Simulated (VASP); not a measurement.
## SiC in VASP 6.6.1, single-point calculation

INCAR

```
LASPH = .TRUE.
AMIX = 0.2
NELM = 120
IMIX = 1
PREC = High
EDIFF = 1E-7
GGA = PS
IBRION = -1
LREAL = .FALSE.
ISIF = 2
LCHARG = .FALSE.
ENCUT = 520
NBANDS = 11
NSW = 0
ISMEAR = -1
SIGMA = 0.02
LWAVE = .FALSE.
```

KPOINTS

```
KPOINTS created by Atomic Simulation Environment
0
Gamma
8 8 8
0 0 0
```

POSCAR

```
Si C
 1.0000000000000000
    -0.0011000000000000    2.2288000000000001    2.1823000000000001
     2.0783000000000000    0.0339000000000000    2.1473000000000000
     2.1046000000000000    2.2201000000000000    0.0076000000000000
 Si  C
   1   1
Cartesian
  4.1322046300000004  2.2552574700000001  2.1347204500000001
  1.0626731899999999  1.1135545800000000  1.1323006700000000
```

The recommended PBE PAW datasets give the neutral cell 8 valence electrons.

Command

```
mpirun -np 1 vasp_std
```

OSZICAR

```
N       E                     dE             d eps       ncg     rms          rms(c)
DAV:   1     0.244662818701E+01    0.24466E+01   -0.39546E+03  6027   0.613E+02
DAV:   2    -0.171074794710E+02   -0.19554E+02   -0.18498E+02  7097   0.110E+02
DAV:   3    -0.176872317607E+02   -0.57975E+00   -0.57855E+00  7046   0.155E+01
DAV:   4    -0.176893427998E+02   -0.21110E-02   -0.21109E-02  6578   0.118E+00
DAV:   5    -0.176893516035E+02   -0.88037E-05   -0.88035E-05  7030   0.710E-02    0.928E+00
DAV:   6    -0.164306530238E+02    0.12587E+01   -0.15750E+00  6512   0.568E+00    0.645E+00
DAV:   7    -0.159958548649E+02    0.43480E+00   -0.59645E-01  6856   0.377E+00    0.461E+00
DAV:   8    -0.158395727472E+02    0.15628E+00   -0.17183E-01  6782   0.195E+00    0.336E+00
DAV:   9    -0.157787676070E+02    0.60805E-01   -0.60225E-02  6835   0.120E+00    0.258E+00
DAV:  10    -0.157530481092E+02    0.25719E-01   -0.19899E-02  6820   0.668E-01    0.200E+00
...
DAV:  24    -0.157277318981E+02    0.86835E-05   -0.21919E-06  6446   0.109E-02    0.760E-02
DAV:  25    -0.157277269292E+02    0.49689E-05   -0.13878E-06  6482   0.879E-03    0.603E-02
DAV:  26    -0.157277241251E+02    0.28041E-05   -0.88257E-07  6425   0.709E-03    0.478E-02
DAV:  27    -0.157277225707E+02    0.15544E-05   -0.56351E-07  6377   0.573E-03    0.379E-02
DAV:  28    -0.157277217291E+02    0.84161E-06   -0.36112E-07  6278   0.463E-03    0.301E-02
DAV:  29    -0.157277212878E+02    0.44134E-06   -0.23223E-07  6059   0.375E-03    0.239E-02
DAV:  30    -0.157277210682E+02    0.21958E-06   -0.14760E-07  4561   0.303E-03    0.190E-02
DAV:  31    -0.157277209645E+02    0.10365E-06   -0.10009E-07  3454   0.261E-03    0.151E-02
DAV:  32    -0.157277209218E+02    0.42763E-07   -0.64807E-08  3286   0.215E-03
   1 F= -.15727721E+02 E0= -.15727721E+02  d E =-.116651E-08
```

From OUTCAR

```
k-points           NKPTS =    260   k-points in BZ     NKDIM =    260   number of bands    NBANDS=     11

   NELECT =       8.0000    total number of electrons

   dimension x,y,z NGX =    24 NGY =   24 NGZ =   24
   dimension x,y,z NGXF=    36 NGYF=   36 NGZF=   36

  energy-cutoff  :      520.00
  volume of cell :       19.96
      direct lattice vectors                 reciprocal lattice vectors
    -0.001100000  2.228800000  2.182300000    -0.238874189  0.225667576  0.227635680
     2.078300000  0.033900000  2.147300000     0.241932035 -0.230150671  0.235176621
     2.104600000  2.220100000  0.007600000     0.236116074  0.227392556 -0.232118774

 k-points in reciprocal lattice and weights: KPOINTS created by Atomic Simulation Env
   0.00000000  0.00000000  0.00000000       0.002
   0.12500000 -0.00000000  0.00000000       0.004
   0.25000000 -0.00000000  0.00000000       0.004
   0.37500000 -0.00000000 -0.00000000       0.004
   0.50000000 -0.00000000  0.00000000       0.002
   0.00000000  0.12500000  0.00000000       0.004
   0.12500000  0.12500000 -0.00000000       0.004
   0.25000000  0.12500000 -0.00000000       0.004
   ...

 E-fermi :   9.1290

 k-point     1 :       0.0000    0.0000    0.0000
  band No.  band energies     occupation
      1      -7.2572      2.00000
      2       7.9702      2.00000
      3       8.5200      2.00000
      4       8.8385      2.00000
      5      14.8783      0.00000
      6      15.6841      0.00000
      7      15.7606      0.00000
      8      16.6890      0.00000
      9      22.3813      0.00000
     10      23.7956      0.00000
     11      24.6479      0.00000

 k-point     2 :       0.1250   -0.0000    0.0000
  band No.  band energies     occupation
      1      -6.9474      2.00000
      2       6.8480      2.00000
      3       7.8935      2.00000
      4       8.6817      2.00000
      5      15.1851      0.00000
      6      15.9395      0.00000
      7      16.2690      0.00000
      8      17.0843      0.00000
      9      21.3513      0.00000
     10      22.3556      0.00000
     11      24.7365      0.00000

 k-point     3 :       0.2500   -0.0000    0.0000
  band No.  band energies     occupation
      1      -6.0409      2.00000
      2       4.0026      2.00000
      3       7.4118      2.00000
      4       8.3617      2.00000
      5      14.6830      0.00000
      6      16.1323      0.00000
      7      17.1035      0.00000
      8      17.9387      0.00000
      9      21.5748      0.00000
     10      22.0462      0.00000
     11      23.8884      0.00000

 k-point     4 :       0.3750   -0.0000   -0.0000
  band No.  band energies     occupation
      1      -4.6582      2.00000
      2       1.2082      2.00000
      3       7.0324      2.00000
      4       8.1114      2.00000
      5      14.2140      0.00000
      6      15.7503      0.00000
      7      16.6540      0.00000
      8      18.6006      0.00000
      9      23.3738      0.00000
     10      23.9379      0.00000
     11      24.6135      0.00000

 k-point     5 :       0.5000   -0.0000    0.0000
  band No.  band energies     occupation
      1      -3.6092      2.00000
      2      -0.3394      2.00000
      3       6.8928      2.00000
      4       8.0230      2.00000
      5      14.0335      0.00000
      6      15.5462      0.00000
      7      16.3864      0.00000
      8      18.6389      0.00000
      9      24.5739      0.00000
     10      25.8905      0.00000
     11      26.1841      0.00000

 ...

  Total        2.1248286      0.6989689      1.3190068     -1.2910304     -1.5542907      0.9119450
  in kB      170.5932846     56.1171825    105.8973429   -103.6512371   -124.7872653     73.2161149
  external PRESSURE =     110.8692700 kB  Pullay stress =       0.0000000 kB

 POSITION                                       TOTAL-FORCE (eV/Angst)
 -----------------------------------------------------------------------------------
      4.13220      2.25526      2.13472         1.726906     -0.851697      1.697080
      1.06267      1.11355      1.13230        -1.726906      0.851697     -1.697080
 -----------------------------------------------------------------------------------
    total drift:                                0.000079      0.000025      0.000011

  FREE ENERGIE OF THE ION-ELECTRON SYSTEM (eV)
  ---------------------------------------------------
  free  energy   TOTEN  =       -15.7277209218 eV

  energy  without entropy=      -15.7277209206  energy(sigma->0) =      -15.72772092
```

It converged. Results: gap between bands v and c on the k mesh 0.58 eV; least direct gap on the k mesh 4.27 eV; pressure 11.1 GPa; largest force 2.57 eV/Å. Band v is the last that the valence electrons fill when counted band by band, and c is the next.

For comparison, a separate PBEsol run of the intended cell, on usual settings and not on those above, gives a gap of 0.58 eV on its mesh and a pressure of 11.1 GPa.

The run above took about 78 s on one core of a shared host (Intel Xeon Platinum 8488C) and held 0.16 GiB at most.
